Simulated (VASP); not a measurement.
# GaAs: input slips in a phonon run and what they do, part 2 of 2

Some phonon runs on GaAs get a fault in the input on purpose. Which of them show, and how? The starting structure is a measured crystal structure from the Crystallography Open Database.

VASP 6.6.1.

Results so far: reference T2 269.3 cm⁻¹.

## 3. Modes with finite displacements, else as the reference

Level of this step: LDA; plane waves and PAW (As, Ga_d) (VASP).

Against step 2 the input has IBRION = 6, NFREE = 2, POTIM = 0.015, no LEPSILON and no LPEAD (also changed: NSW).

INCAR

```
SYSTEM = GaAs
PREC = Accurate
ENCUT = 450
EDIFF = 1E-08
NELM = 100
ISMEAR = 0
SIGMA = 0.03
LREAL = .FALSE.
ALGO = Normal
GGA = CA
NBANDS = 15
LORBIT = 11
LWAVE = .FALSE.
LCHARG = .FALSE.
KPAR = 8
IBRION = 6
NFREE = 2
POTIM = 0.015
NSW = 1
ISIF = 2
```

POSCAR

```
GaAs
1.0
    0.0000000000      2.8044721310      2.8044721310
    2.8044721310      0.0000000000      2.8044721310
    2.8044721310      2.8044721310      0.0000000000
As Ga
1 1
Direct
    0.7500000000      0.7500000000      0.7500000000
    0.0000000000      0.0000000000      0.0000000000
```

KPOINTS

```
Automatic mesh
0
Gamma
10 10 10
0 0 0
```

Potentials, in the order of the species: As and Ga_d (LDA family, release 64).

On the command line:

```
$ mpirun -np 8 vasp_std
```

The program printed:

```text
[banner, memory and clock lines left out]
running    8 mpi-ranks, on    1 nodes
[...]
[... a notice as in an earlier step ...]

 LDA part: xc-table for (Slater(with rela. corr.)+CA(PZ))
 , standard interpolation
 POSCAR, INCAR and KPOINTS ok, starting setup
[...]
entering main loop
       N       E                     dE             d eps       ncg     rms          rms(c)
[... 13 cycles as in an earlier step ...]
   1 F= -.96407559E+01 E0= -.96407559E+01  d E =-.266545E-11
[... from here on, the cycles between the ionic steps are left out ...]
   2 F= -.96396712E+01 E0= -.96396712E+01  d E =-.904752E-18
   3 F= -.96396712E+01 E0= -.96396712E+01  d E =-.231364E-16
   4 F= -.96396761E+01 E0= -.96396761E+01  d E =-.329552E-16
   5 F= -.96396761E+01 E0= -.96396761E+01  d E =-.342971E-16
 Finite differences progress:
  Degree of freedom:   2/  2
  Displacement:        2/  2
  Total:               4/  4
```

Wall time 15 s (8 MPI ranks of Intel Xeon 6975P-C (Granite Rapids), shared host); peak memory 2.3 GiB.

OUTCAR, selected parts (step 3):

```text
  Total        0.0015355      0.0040990      0.0040990      0.0000000      0.1150445      0.0000000
  in kB        0.0557679      0.1488703      0.1488703      0.0000000      4.1782366      0.0000000
  external PRESSURE =       0.1178362 kB  Pullay stress =       0.0000000 kB

 POSITION                                       TOTAL-FORCE (eV/Angst)
 -----------------------------------------------------------------------------------
      4.20671      4.20671      4.20671        -0.144361      0.000000      0.000000
     -0.01500      0.00000      0.00000         0.144361      0.000000      0.000000
 -----------------------------------------------------------------------------------
    total drift:                               -0.000729     -0.000001     -0.000001

  FREE ENERGIE OF THE ION-ELECTRON SYSTEM (eV)
  ---------------------------------------------------
  free  energy   TOTEN  =        -9.6396760663 eV

  energy  without entropy=       -9.6396760663  energy(sigma->0) =       -9.63967607

[... 2 parts as in an earlier step ...]

[... 1 further part left out ...]
[key lines of the parts left out:]
E-fermi :   4.2330
```

The last energy, forces and stress in OUTCAR belong to the last displaced cell, not to that of POSCAR.

With finite displacements, else as the reference the mode is T2 269.3 cm⁻¹, as with the reference.

## 4. Modes with one-sided displacements

A slip made on purpose: one-sided displacements. Against step 2 the input has IBRION = 6, NFREE = 1, POTIM = 0.015, no LEPSILON and no LPEAD (also changed: NELM and NSW).

INCAR: that of step 3 with these lines changed.

```diff
@@ -4,3 +4,3 @@
 EDIFF = 1E-08
-NELM = 100
+NELM = 60
 ISMEAR = 0
@@ -16,3 +16,3 @@
 IBRION = 6
-NFREE = 2
+NFREE = 1
 POTIM = 0.015
```

POSCAR is that of step 3.

KPOINTS is that of step 3.

On the command line:

```
$ mpirun -np 8 vasp_std
```

The program printed:

```text
[... set-up lines as in an earlier step ...]
 entering main loop
       N       E                     dE             d eps       ncg     rms          rms(c)
[... 13 cycles as in an earlier step ...]
   1 F= -.96407559E+01 E0= -.96407559E+01  d E =-.266545E-11
 Found     2 degrees of freedom:
 Finite differences POTIM= 0.01500 DOF=   2
[...]
N       E                     dE             d eps       ncg     rms          rms(c)
[... 6 cycles as in an earlier step ...]
   2 F= -.96396712E+01 E0= -.96396712E+01  d E =-.904752E-18
 Finite differences progress:
  Degree of freedom:   1/  2
  Displacement:        1/  1
  Total:               1/  2
[...]
N       E                     dE             d eps       ncg     rms          rms(c)
DAV:   1    -0.963789056111E+01    0.17806E-02   -0.95349E-01  5613   0.703E+00    0.742E-02
DAV:   2    -0.963967920647E+01   -0.17886E-02   -0.18474E-02  6693   0.117E+00    0.390E-02
DAV:   3    -0.963967977114E+01   -0.56467E-06   -0.36140E-04  6836   0.180E-01    0.165E-02
DAV:   4    -0.963967603341E+01    0.37377E-05   -0.17382E-05  7719   0.459E-02    0.320E-03
DAV:   5    -0.963967605870E+01   -0.25293E-07   -0.18345E-06  6012   0.159E-02    0.137E-03
DAV:   6    -0.963967606266E+01   -0.39636E-08   -0.13476E-07  6509   0.279E-03    0.310E-04
DAV:   7    -0.963967606265E+01    0.15916E-10   -0.63469E-09  4205   0.892E-04
   3 F= -.96396761E+01 E0= -.96396761E+01  d E =-.181556E-16
 Finite differences progress:
  Degree of freedom:   2/  2
  Displacement:        1/  1
  Total:               2/  2
```

The job ended after 9 s (8 MPI ranks; peak memory 2.2 GiB).

From OUTCAR (step 4):

```text
  Total        0.0012706      0.0038157      0.0038157      0.0000000     -0.1149338      0.0000000
  in kB        0.0461473      0.1385800      0.1385800      0.0000000     -4.1742171      0.0000000
  external PRESSURE =       0.1077691 kB  Pullay stress =       0.0000000 kB

 POSITION                                       TOTAL-FORCE (eV/Angst)
 -----------------------------------------------------------------------------------
      4.20671      4.20671      4.20671         0.144352      0.000000      0.000000
      0.01500      0.00000      0.00000        -0.144352     -0.000000     -0.000000
 -----------------------------------------------------------------------------------
    total drift:                                0.000735     -0.000001     -0.000001

  FREE ENERGIE OF THE ION-ELECTRON SYSTEM (eV)
  ---------------------------------------------------
  free  energy   TOTEN  =        -9.6396760626 eV

  energy  without entropy=       -9.6396760626  energy(sigma->0) =       -9.63967606

[... 2 parts as in an earlier step ...]

[... 1 further part left out ...]
[key lines of the parts left out:]
E-fermi :   4.2348
```

With one-sided displacements the mode is T2 269.3 cm⁻¹, as with finite displacements, else as the reference.

## 5. Modes with a cutoff far too low

A slip made on purpose: a cutoff far too low. Against step 2 the input has ENCUT = 160 (also changed: NELM).

INCAR

```
SYSTEM = GaAs
PREC = Accurate
ENCUT = 160
EDIFF = 1E-08
NELM = 60
ISMEAR = 0
SIGMA = 0.03
LREAL = .FALSE.
ALGO = Normal
GGA = CA
NBANDS = 15
LORBIT = 11
LWAVE = .FALSE.
LCHARG = .FALSE.
KPAR = 8
IBRION = 8
LEPSILON = .TRUE.
LPEAD = .TRUE.
ISIF = 2
```

POSCAR is that of step 4.

KPOINTS is that of step 4.

On the command line:

```
$ mpirun -np 8 vasp_std
```

The program printed:

```text
[... set-up lines as in an earlier step ...]
 entering main loop
       N       E                     dE             d eps       ncg     rms          rms(c)
DAV:   1     0.432805647992E+02    0.43281E+02   -0.55033E+03  1551   0.687E+02
DAV:   2    -0.486205844165E+01   -0.48143E+02   -0.47118E+02  1746   0.158E+02
DAV:   3    -0.629967212771E+01   -0.14376E+01   -0.14369E+01  1620   0.276E+01
DAV:   4    -0.630785376113E+01   -0.81816E-02   -0.81813E-02  1896   0.218E+00
[...]
DAV:  13    -0.535953182803E+01    0.10155E-06   -0.79702E-07  1676   0.763E-03    0.388E-03
DAV:  14    -0.535953179333E+01    0.34701E-07   -0.63291E-08  1725   0.153E-03    0.187E-04
DAV:  15    -0.535953179185E+01    0.14788E-08   -0.48789E-09   978   0.350E-04
   1 F= -.53595318E+01 E0= -.53595318E+01  d E =-.110615E-13
 Linear response reoptimize wavefunctions to high precision
DAV:   1    -0.535953179346E+01   -0.16030E-08   -0.52948E-10  1055   0.164E-04
DAV:   2    -0.535953179346E+01    0.13642E-11   -0.83757E-11   838   0.606E-05
 Linear response to external field (no local field effect), progress :
[...]
RMM:  12    -0.434279518604E-01    0.99402E-08    0.31256E-08  5239   0.894E-06    0.401E-08
 first order change of Fermi-energy   0.46532E-02
 force on displaced ion       1 direction 1 :  -9.329   0.000   0.000
 Born effective charge ion    1 direction 1 :  -2.056   0.000   0.000
 Linear response progress:
  Degree of freedom:   2/  2
       N       E                     dE             d eps       ncg     rms          rms(c)
RMM:   1    -0.246603375156E+00   -0.24660E+00   -0.14138E-01  6275   0.579E+00
RMM:   2    -0.242420175598E+00    0.41832E-02   -0.28279E-02  9237   0.104E+00    0.122E-01
RMM:   3    -0.242778653325E+00   -0.35848E-03   -0.13665E-03  9215   0.215E-01    0.726E-02
RMM:   4    -0.242960262659E+00   -0.18161E-03   -0.11976E-04  9692   0.928E-02    0.857E-03
[...]
RMM:  22    -0.243104285362E+00    0.33626E-10   -0.44919E-07  4895   0.131E-05    0.157E-07
RMM:  23    -0.243104284163E+00    0.11986E-08   -0.44171E-07  4781   0.131E-05    0.144E-07
RMM:  24    -0.243104296286E+00   -0.12123E-07   -0.46378E-07  4714   0.131E-05    0.949E-08
 first order change of Fermi-energy  -0.46292E-02
 force on displaced ion       2 direction 1 :  -9.366  -0.000  -0.000
 Born effective charge ion    2 direction 1 :   2.060   0.000   0.000
 Born effective charges drift removed
 Linear response finished
```

Wall time 8.6 s (8 MPI ranks); peak memory 1.4 GiB; 62 s of CPU time.

Parts of OUTCAR (step 5):

```text
  Total      -39.7816907    -39.7816907    -39.7816907     -0.0000000     -0.0000000      0.0000000
  in kB    -1444.8089984  -1444.8089984  -1444.8089984     -0.0000000     -0.0000000      0.0000000
  external PRESSURE =   -1444.8089984 kB  Pullay stress =       0.0000000 kB

 POSITION                                       TOTAL-FORCE (eV/Angst)
 -----------------------------------------------------------------------------------
      4.20671      4.20671      4.20671        -0.000000      0.000000      0.000000
      0.00000      0.00000      0.00000         0.000000     -0.000000     -0.000000
 -----------------------------------------------------------------------------------
    total drift:                               -0.000008     -0.000008     -0.000021

 MACROSCOPIC STATIC DIELECTRIC TENSOR (including local field effects in DFT)
 ------------------------------------------------------
          14.264503     0.000000     0.000000
           0.000000    14.264503     0.000000
           0.000000     0.000000    14.264503
 ------------------------------------------------------

 MACROSCOPIC STATIC DIELECTRIC TENSOR IONIC CONTRIBUTION
 ------------------------------------------------------
           1.867925     0.000000     0.000000
           0.000000     1.867925    -0.000000
           0.000000    -0.000000     1.867925
 ------------------------------------------------------

[... 1 part as in an earlier step ...]

[... 1 further part left out ...]
```

With a cutoff far too low the mode is T2 265.3 cm⁻¹, -4.0 cm⁻¹ from the reference.

## 6. Modes with a k mesh far too coarse

A slip made on purpose: a k mesh far too coarse. Against step 2 the input has a 2×2×2 mesh (also changed: NELM and KPAR).

INCAR: that of step 5 with these lines changed.

```diff
@@ -2,3 +2,3 @@
 PREC = Accurate
-ENCUT = 160
+ENCUT = 450
 EDIFF = 1E-08
@@ -14,3 +14,2 @@
 LCHARG = .FALSE.
-KPAR = 8
 IBRION = 8
```

POSCAR is that of step 5.

KPOINTS

```
Automatic mesh
0
Gamma
2 2 2
0 0 0
```

On the command line:

```
$ mpirun -np 8 vasp_std
```

The program printed:

```text
[banner, memory and clock lines left out]
running    8 mpi-ranks, on    1 nodes
[...]
[... a notice as in an earlier step ...]

 LDA part: xc-table for (Slater(with rela. corr.)+CA(PZ))
 , standard interpolation
|                                                                             |
|           W    W    AA    RRRRR   N    N  II  N    N   GGGG   !!!           |
|           W    W   A  A   R    R  NN   N  II  NN   N  G    G  !!!           |
|           W    W  A    A  R    R  N N  N  II  N N  N  G       !!!           |
|           W WW W  AAAAAA  RRRRR   N  N N  II  N  N N  G  GGG   !            |
|           WW  WW  A    A  R   R   N   NN  II  N   NN  G    G                |
|           W    W  A    A  R    R  N    N  II  N    N   GGGG   !!!           |
|                                                                             |
|     The number of bands has been changed from the values supplied in        |
|     The orbitals not found in the WAVECAR file will be initialized with     |
[...]
RMM:  14    -0.475481208474E-01    0.71544E-08   -0.32204E-09   235   0.735E-05    0.272E-07
 first order change of Fermi-energy  -0.26608E-01
 force on displaced ion       1 direction 1 : -10.773   0.000   0.000
 Born effective charge ion    1 direction 1 :  -2.274   0.000   0.000
 Linear response progress:
  Degree of freedom:   2/  2
       N       E                     dE             d eps       ncg     rms          rms(c)
RMM:   1    -0.166850559520E+00   -0.16685E+00    0.21977E-01   202   0.918E+00
RMM:   2    -0.165296890649E+00    0.15537E-02   -0.20725E-02   291   0.110E+00    0.493E-02
RMM:   3    -0.165371481486E+00   -0.74591E-04   -0.13524E-03   315   0.241E-01    0.309E-02
RMM:   4    -0.165096966125E+00    0.27452E-03   -0.75213E-04   325   0.102E-01    0.575E-03
[...]
RMM:  18    -0.165100047332E+00   -0.40515E-07   -0.51444E-09   298   0.320E-04    0.135E-07
RMM:  19    -0.165099967431E+00    0.79901E-07   -0.84972E-09   299   0.319E-04    0.102E-07
RMM:  20    -0.165100040350E+00   -0.72919E-07   -0.46532E-09   281   0.319E-04    0.712E-08
 first order change of Fermi-energy   0.24801E-01
 force on displaced ion       2 direction 1 : -10.751  -0.000  -0.000
 Born effective charge ion    2 direction 1 :   1.781   0.000   0.000
 Born effective charges drift removed
 Linear response finished
```

Wall time 4.4 s (8 MPI ranks); peak memory 0.93 GiB.

OUTCAR, selected parts (step 6):

```text
  Total        1.6697150      1.6697150      1.6697150      0.0000000     -0.0000000      0.0000000
  in kB       60.6414469     60.6414469     60.6414469      0.0000000     -0.0000000      0.0000000
  external PRESSURE =      60.6414469 kB  Pullay stress =       0.0000000 kB

 MACROSCOPIC STATIC DIELECTRIC TENSOR (including local field effects in DFT)
 ------------------------------------------------------
          11.839643    -0.000000     0.000000
          -0.000000    11.839643     0.000000
           0.000000    -0.000000    11.839643
 ------------------------------------------------------

 MACROSCOPIC STATIC DIELECTRIC TENSOR IONIC CONTRIBUTION
 ------------------------------------------------------
           1.566943     0.000000     0.000000
           0.000000     1.566943    -0.000000
           0.000000    -0.000000     1.566943
 ------------------------------------------------------

[... 2 parts as in an earlier step ...]

[... 1 further part left out ...]
```

The log as kept lacks single lines of electronic cycles.

With a k mesh far too coarse the mode is T2 284.7 cm⁻¹, +15.4 cm⁻¹ from the reference.

## 7. Modes with perturbation theory asked for with a meta-GGA

A slip made on purpose: perturbation theory asked for with a meta-GGA. Against step 2 the input has METAGGA = R2SCAN, LASPH = .TRUE. and no GGA (also changed: NELM).

INCAR: that of step 6 with these lines changed.

```diff
@@ -9,3 +9,2 @@
 ALGO = Normal
-GGA = CA
 NBANDS = 15
@@ -14,2 +13,3 @@
 LCHARG = .FALSE.
+KPAR = 8
 IBRION = 8
@@ -18 +18,3 @@
 ISIF = 2
+METAGGA = R2SCAN
+LASPH = .TRUE.
```

POSCAR is that of step 6.

KPOINTS

```
Automatic mesh
0
Gamma
10 10 10
0 0 0
```

On the command line:

```
$ mpirun -np 8 vasp_std
```

The program printed:

```text
[banner, memory and clock lines left out]
running    8 mpi-ranks, on    1 nodes
[...]
[... a notice as in an earlier step ...]

|                                                                             |
|               ----> ADVICE to this user running VASP <----                  |
|                                                                             |
|     You enforced a specific xc type in the INCAR file but a different       |
|     [... a line on the potential file left out ...]
|     I HOPE YOU KNOW WHAT YOU ARE DOING!                                     |
|                                                                             |

 LDA part: xc-table for (None), standard interpolation
 POSCAR, INCAR and KPOINTS ok, starting setup
[...]
entering main loop
       N       E                     dE             d eps       ncg     rms          rms(c)
DAV:   1    -0.204866058181E+03   -0.20487E+03   -0.87790E+03  1448   0.157E+03
DAV:   2    -0.288095232701E+03   -0.83229E+02   -0.79429E+02  1599   0.306E+02
[...]
1 F= -.29221837E+03 E0= -.29221837E+03  d E =-.309103E-21
|                                                                             |
|     EEEEEEE  RRRRRR   RRRRRR   OOOOOOO  RRRRRR      ###     ###     ###     |
|     E        R     R  R     R  O     O  R     R     ###     ###     ###     |
|     E        R     R  R     R  O     O  R     R     ###     ###     ###     |
|     EEEEE    RRRRRR   RRRRRR   O     O  RRRRRR       #       #       #      |
|     E        R   R    R   R    O     O  R   R                               |
|     E        R    R   R    R   O     O  R    R      ###     ###     ###     |
|     EEEEEEE  R     R  R     R  OOOOOOO  R     R     ###     ###     ###     |
|                                                                             |
|     You have switched on METAGGA and linear-response routines. This         |
|     combination is currently not supported. If you have selected            |
|     LEPSILON=.TRUE., you can try using LCALCEPS=.TRUE. instead. In all      |
|     other cases, VASP will stop. SOOO sorry...                              |
|                                                                             |
|       ---->  I REFUSE TO CONTINUE WITH THIS SICK JOB ... BYE!!! <----       |
|                                                                             |

1
1
1
1
1
1
1
1
```

It took 18 s on 8 MPI ranks.

VASP stopped with this message: “You have switched on METAGGA and linear-response routines. This combination is currently not supported. If you have selected LEPSILON=.TRUE., you can try using LCALCEPS=.TRUE. instead”.

## 8. The runs compared

```csv
run,ended,T2,method,core minutes
reference,converged,269.3,perturbation theory,7.07
"finite displacements, else as the reference",converged,269.3,finite displacements,2.0
one-sided displacements,converged,269.3,finite displacements,1.2
a cutoff far too low,converged,265.3,perturbation theory,1.15
a k mesh far too coarse,converged,284.7,perturbation theory,0.587
perturbation theory asked for with a meta-GGA,stopped by VASP,-,perturbation theory,2.45
```

Modes are in cm⁻¹, degenerate ones as one, matched between runs by symmetry and order. A number in brackets counts the listed modes of one symmetry from the lowest. The symmetry labels come from an automatic analysis and can be wrong where levels nearly coincide. Core minutes are wall time times ranks of the run shown, on a shared host.

## 9. Outcome

```yaml
t2_reference: 269.3 cm⁻¹
t2_finite_displacements_else_as_the_reference: 269.3 cm⁻¹
t2_one_sided_displacements: 269.3 cm⁻¹
t2_a_cutoff_far_too_low: 265.3 cm⁻¹
t2_a_k_mesh_far_too_coarse: 284.7 cm⁻¹
run_with_perturbation_theory_asked_for_with_a_meta_gga: stopped by VASP
```

**Reading.** VASP stopped by itself in the run with perturbation theory asked for with a meta-GGA. Finished, but with signs in the output that stand out against the reference: a cutoff far too low, with modes off by up to -4.0 cm⁻¹, in T2 (signs: a pressure of -144.5 GPa on the undisplaced cell); a k mesh far too coarse, with modes off by up to +15 cm⁻¹, in T2 (signs: a pressure of 6.1 GPa on the undisplaced cell). Little came of one-sided displacements in this material. Runs with finite displacements are held against the sound run of that kind. The dielectric constants and Born charges in the logs aren't compared here; at a small gap they can be far off, and in a run without a gap they mean nothing. The frequencies are harmonic, and the splitting of polar modes by their long-range field is left out. Further runs on this material are not shown.

[Lines on the potential files, build, host, timing and source positions are cut from VASP's logs without a mark.]

[Logs are printed without paths, hosts, clocks, repeated set-up lines and the standing remarks that a program may print on its own settings, such as how far it seeks lower states.]

[Hosts, paths, dates, database ids (printed as entryN), source tags and the programs' standing remarks are cut or masked in the printed files.]
